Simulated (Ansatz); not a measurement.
**From the elastic tensor of SnS₂ at 22 GPa (stress–strain coefficients) to moduli and sound speeds**

These are results of DFT PBE+D3(BJ), scalar-relativistic, plane waves, PAW (Ansatz 0.2.0), not measurements. Settings: 420 eV plane-wave cutoff, Γ-centred 12×12×10 mesh, Fermi-Dirac smearing of 0.15 eV. No spin polarisation.

It takes space group P-3m1 (No. 164, trigonal). The conventional cell has a = 3.491 Å, b = 3.491 Å, c = 4.875 Å, α = 90.00°, β = 90.00°, γ = 120.00°. Sn (site symmetry -3m) is surrounded by 6 S at 2.49 Å. S (site symmetry 3m) is surrounded by 3 Sn at 2.49 Å and 3 S at 2.81 Å.

In a metal, frequencies and elastic constants depend on the k mesh and the smearing, soft modes and shear constants most. Spin–orbit coupling is left out, which matters for heavy elements. Other phases may be more stable at this pressure. A semilocal functional can close a gap that the real compound has.

Relaxed-ion constants (GPa, on the Cartesian axes of the calculation):
```
232.2 104.7 126.5  31.8   0.0   0.0
104.7 232.2 126.5 -31.8   0.0   0.0
126.5 126.5 167.4   0.0   0.0   0.0
 31.8 -31.8   0.0  53.5   0.0   0.0
  0.0   0.0   0.0   0.0  53.5  31.8
  0.0   0.0   0.0   0.0  31.8  63.7
```

Density 5.900 g/cm³; 3 atoms in 51.46 Å³.

The values that follow are for a polycrystal of randomly turned grains, by Hill's mean where one number stands. In a crystal this anisotropic the Voigt and Reuss bounds lie far apart, so Hill's mean and the sound speeds and Debye temperature from it are rough.

With S = C⁻¹: B_V = (C11+C22+C33+2(C12+C13+C23))/9, G_V = (C11+C22+C33−C12−C13−C23+3(C44+C55+C66))/15, 1/B_R = S11+S22+S33+2(S12+S13+S23), 15/G_R = 4(S11+S22+S33−S12−S13−S23)+3(S44+S55+S66); Hill is their mean. Then v_l = √((B+4G/3)/ρ), v_t = √(G/ρ), v_m = [(2/v_t³+1/v_l³)/3]^(−1/3) and Θ = (ħ/k_B)·v_m·(6π²n/V)^(1/3) for n atoms in the volume V; E = 9BG/(3B+G), ν = (3B−2G)/(2(3B+G)) and A^U = 5G_V/G_R + B_V/B_R − 6.

* Bulk modulus, Voigt / Reuss / Hill: 149.7 / 147.2 / 148.4 GPa
* Shear modulus, Voigt / Reuss / Hill: 52.4 / 37.1 / 44.8 GPa
* Young's modulus: 122 GPa
* Poisson ratio: 0.363
* Pugh ratio B/G: 3.32
* Universal anisotropy index: 2.07
* Longitudinal and transverse sound speeds: 5939 and 2754 m/s
* Debye temperature from the mean sound speed: 358 K

Cost: 1 run of about 4.8 core-minutes, on Intel Xeon Platinum 8488C (Sapphire Rapids) (shared hosts).

Compressed SnS₂ no longer behaves elastically like a stack of weakly held sheets. C33, at 167.4 GPa, is below C11, at 232.2 GPa, but far from the softness expected of a van der Waals gap. The S–S contacts of 2.81 Å across the gap are well inside the usual van der Waals distance yet much longer than a disulfide bond. This suggests that closed-shell repulsion, perhaps with some S 3p overlap, stiffens the stacking direction, while the Sn–S bonds still carry the in-plane stiffness.

The remaining anisotropy lies almost wholly in shear: the Voigt and Reuss bounds nearly coincide for the bulk modulus but not for the shear modulus. The large C14 mixes basal shear with interlayer shear and leaves one combination soft. C13, which exceeds C12, also makes a volume-conserving change of c/a easy. The tensor meets the elastic stability conditions for homogeneous strain, but the high Pugh ratio doesn't establish ductility, since slip and cleavage between layers depend on more than averaged moduli.
